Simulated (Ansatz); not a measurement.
# ZnSe: the order of phases at one pressure

Which of rocksalt, CsCl, zincblende, NiAs has the lowest enthalpy for ZnSe at one common pressure? Methods of the runs shown: PAW.

Method: DFT, PBE, PAW with Ansatz's default frozen-core files, scalar-relativistic, in Ansatz 0.2.0.

### Step 1. The starting structure

Symmetry: Fm-3m, No. 225, cubic system. Conventional cell: a = 4.988 Å, b = 4.988 Å, c = 4.988 Å, α = 90.00°, β = 90.00°, γ = 90.00°. Around Zn (site symmetry m-3m) lie 6 Se at 2.49 Å. Se (site symmetry m-3m) has 6 Zn at 2.49 Å as nearest neighbours.

Structure file:

```
Zn Se
1.0
     0.00000    2.49400    2.49400
     2.49400    0.00000    2.49400
     2.49400    2.49400    0.00000
Zn Se
1 1
Direct
  0.00000 0.00000 0.00000
  0.50000 0.50000 0.50000
```

Atoms are numbered in the order of the input: Zn1, Se2.

### Step 2. Cell relaxed at zero pressure, PAW

The input, input.yaml:

```yaml
crystal:
  lattice:
    - [0.0, 2.4940015978, 2.4940015978]
    - [2.4940015978, 0.0, 2.4940015978]
    - [2.4940015978, 2.4940015978, 0.0]
  atoms:
    - { symbol: Zn, position: [0.0, 0.0, 0.0] }
    - { symbol: Se, position: [0.5, 0.5, 0.5] }
kpoints:
  mp_grid: { grid: [14, 14, 14] }
scf:
  occupations: { method: fermi_dirac, width: 0.05 }
hamiltonian:
  xc: pbe
  pseudopotentials: { kind: paw }
output:
  forces: true
  stress: true
relax:
  f_tol: 0.005
  max_steps: 40
  cell: {}
```

Command:

```
$ ansatz run input.yaml --threads 1 --pin off --max-ram 3584MiB --backend cpu --events-out ev --progress --plain --runs-dir out
```

The runs that follow: Volume scaled by 0.93, to set the pressure, PAW; Rocksalt relaxed under pressure, PAW; CsCl relaxed under pressure, PAW; Zincblende relaxed under pressure, PAW; NiAs relaxed under pressure, PAW.

Q: Predict the outcome of this session. Wanted: pressure; lowest.

As calculated:

| quantity | value |
| --- | --- |
| pressure | 6.1 GPa |
| lowest (PAW) | zincblende, 160.8 meV/atom under rocksalt |

**Reading.** By PAW the order is zincblende < rocksalt < NiAs < CsCl. Only these structures were tried, with electrons smeared by 0.05 eV and without vibrations, so the true ground state may be another. The k meshes differ between phases and weren't tested, which can move differences by some meV.
